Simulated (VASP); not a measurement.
**CdO: single point with HSE06**

CdO:

```
Cd O
1.0
     0.00000    2.35246    2.35246
     2.35246    0.00000    2.35246
     2.35246    2.35246    0.00000
Cd O
1 1
Direct
  0.00000 0.00000 0.00000
  0.50000 0.50000 0.50000
```

The cell is a database's computed one.

| Item | Value |
| --- | --- |
| Program | VASP 6.6.1 |
| Task | single point |
| Functional | HSE06 |
| Potentials or basis | VASP PAW PBE potentials, release 64 (Cd, O) |
| Cutoff | 520 eV |
| k mesh | 8 × 8 × 8 |
| Occupations | gaussian, width 0.1 eV |
| Spin | no spin polarisation |
| Grid for exact exchange (PRECFOCK) | Fast |
| Screening parameter | 0.2 1/A |
| Further INCAR settings | ALGO = Normal; EDIFF = 1e-07 |

| Item | Value |
| --- | --- |
| Pressure | 1.7 GPa |
| Band gap on the k mesh | 0.89 eV, indirect (least direct gap 2.22 eV) |

Levels at points of the mesh, in eV from the valence-band top:
```
           k point  band 6  band 7  band 8  band 9  band 10  band 11  band 12  band 13
(0.00, 0.00, 0.00)   -7.25   -1.34   -1.34   -1.34     0.89    16.58    18.77    18.77
(0.50, 0.00, 0.00)   -6.96   -4.11    0.00    0.00     5.91     9.34    13.77    13.77
(0.50, 0.50, 0.00)   -6.52   -4.57   -2.42   -2.42     5.62    10.46    12.70    15.50
```

Wall time 66 min on 1 thread of AMD EPYC 7R13 Processor (Zen 3), on a shared host, peak memory 0.25 GiB.

Caveat: the PAW data sets were made with another functional, which shifts forces and pressure a little. A k mesh can miss the band edges.
